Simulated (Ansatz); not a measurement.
# CHF3 (trifluoromethane) at HF/3-21G

What is the electronic atomisation energy of CHF3 (trifluoromethane) at HF/3-21G? 

Program for the calculation: Ansatz 0.2.0.

51 further runs of the same task are left out: 51 set aside as unsound or not needed.

## (1) The structure to begin with

CHF3 has 5 atoms, charge 0, and is taken as a singlet. As SMILES, `FC(F)F`. The coordinates come from a PBE0-D4/def2-TZVP relaxation.

Bond lengths: F1–C2 1.331 Å, C2–F3 1.331 Å, C2–F4 1.331 Å, C2–H5 1.093 Å. Angles: F1–C2–F3 108.5°, F1–C2–F4 108.5°, F3–C2–F4 108.5°, F1–C2–H5 110.4°, F3–C2–H5 110.4°, F4–C2–H5 110.4°.

## (2) A single-point energy at HF/3-21G

The input, job.yaml:

```yaml
crystal:
  periodic: [false, false, false]
  atoms:
    - {symbol: F, position_ang: [-0.668650, -0.329700, 1.079190]}
    - {symbol: C, position_ang: [0.019500, 0.056360, 0.006820]}
    - {symbol: F, position_ang: [1.047350, -0.773770, -0.157470]}
    - {symbol: F, position_ang: [-0.772570, -0.035090, -1.059420]}
    - {symbol: H, position_ang: [0.374370, 1.082210, 0.130870]}
basis:
  gaussian:
    orbitals: 3-21G.json
hamiltonian:
  xc: hf
accuracy: high
output: {orbitals: {seedname: orbitals}}
```

The basis set 3-21G is read from a file made from the Basis Set Exchange's data (not shown).

Command:

```console
$ ansatz run job.yaml --threads 1 --pin off --max-ram 3480MiB --events-out events.jsonl --progress --plain --runs-dir runs
```

The log of the run:

```text
Warning: RAYON_NUM_THREADS=1 ignored (pool sized by the plan → 1); use --threads N
Functional definition: HF
  name "HF"
  exchange = exact_x
  correlation = 0
785 factors; integrals over basis functions are off by at most 6.6e-9 eV
mean field evaluation 1: about -9111.3343 eV, gradient 3.6e1 eV
mean field evaluation 2: about -9111.6119 eV, gradient 3.6e1 eV
mean field evaluation 4: about -9114.4393 eV, gradient 2.2e0 eV
mean field evaluation 8: about -9114.4721 eV, gradient 1.3e-1 eV
mean field evaluation 16: about -9114.4722 eV, gradient 3.9e-8 eV
mean field -9114.47219827 eV, -334.9506752752 hartree, gradient 3.9e-8 eV, S^2 0.000000; 0 other end points of the search recorded, 0 dependent functions left out
reference -9114.47219827 eV, -334.9506752752 hartree; 17, 17 occupied and 21, 21 virtual orbitals, 785 factors
Total energy: -9114.47219827 eV, -334.9506752752 hartree
```

Wall time 0.2 s (1 thread of Arm Neoverse V2, shared host).

## (3) The C atom

The input, in.yaml:

```yaml
crystal:
  periodic: [false, false, false]
  atoms:
    - {symbol: C, position_ang: [0.000000, 0.000000, 0.000000]}
basis:
  gaussian:
    orbitals: 3-21G.json
magnetization:
  spin_polarized: true
  initial_magnetization: 2
hamiltonian:
  xc: hf
accuracy: high
```

The basis set 3-21G is read from a file made from the Basis Set Exchange's data (not shown).

Run the same way, it converges to -37.48107 Eh (log not shown).

## (4) The F atom at the same level

The input, input.yaml:

```yaml
crystal:
  periodic: [false, false, false]
  atoms:
    - symbol: F
      position_ang: [0.000000, 0.000000, 0.000000]
basis:
  gaussian:
    orbitals: 3-21G.json
magnetization:
  spin_polarized: true
  initial_magnetization: 1
hamiltonian:
  xc: hf
accuracy: high
```

The basis set 3-21G is read from a file made from the Basis Set Exchange's data (not shown).

Command:

```console
$ ansatz run input.yaml --threads 1 --pin off --max-ram 3480MiB --events-out events.jsonl --progress --plain --runs-dir runs
```

The log of the run:

```text
Warning: RAYON_NUM_THREADS=1 ignored (pool sized by the plan → 1); use --threads N
[... 4 set-up lines as earlier in the session ...]
42 factors; integrals over basis functions are off by at most 1.1e-8 eV
mean field evaluation 1: about -2689.6565 eV, gradient 4.1e0 eV
mean field evaluation 2: about -2689.6568 eV, gradient 4.1e0 eV
mean field evaluation 4: about -2689.7090 eV, gradient 3.8e-1 eV
mean field evaluation 8: about -2689.7097 eV, gradient 1.4e-7 eV
mean field evaluation 16: about -2689.7097 eV, gradient 2.7e-2 eV
mean field -2689.70972651 eV, -98.8450092986 hartree, gradient 5.0e-8 eV, S^2 0.750308; 0 other end points of the search recorded, 0 dependent functions left out
reference -2689.70972651 eV, -98.8450092986 hartree; 5, 4 occupied and 4, 5 virtual orbitals, 42 factors
Total energy: -2689.70972651 eV, -98.8450092986 hartree
```

Run time: 0.04 s. Hardware: 1 thread of Arm Neoverse V2, shared host.

## (5) The H atom

The input, molecule.yaml:

```yaml
basis:
  gaussian:
    orbitals: 3-21G.json
crystal:
  periodic: [false, false, false]
  atoms:
    - symbol: H
      position_ang: [0.000000, 0.000000, 0.000000]
magnetization:
  spin_polarized: true
  initial_magnetization: 1
hamiltonian:
  xc: hf
accuracy: high
```

The basis set 3-21G is read from a file made from the Basis Set Exchange's data (not shown).

Run the same way, it converges to -0.49620 Eh (log not shown).

## (6) Results

At HF/3-21G:

```
                     quantity          value
       molecule: total energy  -334.95068 Eh
        molecule: HOMO energy      -15.89 eV
        molecule: LUMO energy        7.63 eV
      molecule: HOMO–LUMO gap       23.52 eV
         C atom: total energy   -37.48107 Eh
                 C atom: ⟨S²⟩          2.001
         F atom: total energy   -98.84501 Eh
                 F atom: ⟨S²⟩          0.750
         H atom: total energy    -0.49620 Eh
                 H atom: ⟨S²⟩          0.750
electronic atomisation energy      11.929 eV
```

Taking the molecule apart into free atoms costs 11.93 eV (1151 kJ/mol), before zero-point energy and without spin-orbit coupling. Hartree–Fock lacks the correlation of the bonding pairs, which as a rule makes this value much too low; in minimal bases other errors can mask that. The basis has no polarisation functions, which makes bonds too weak.
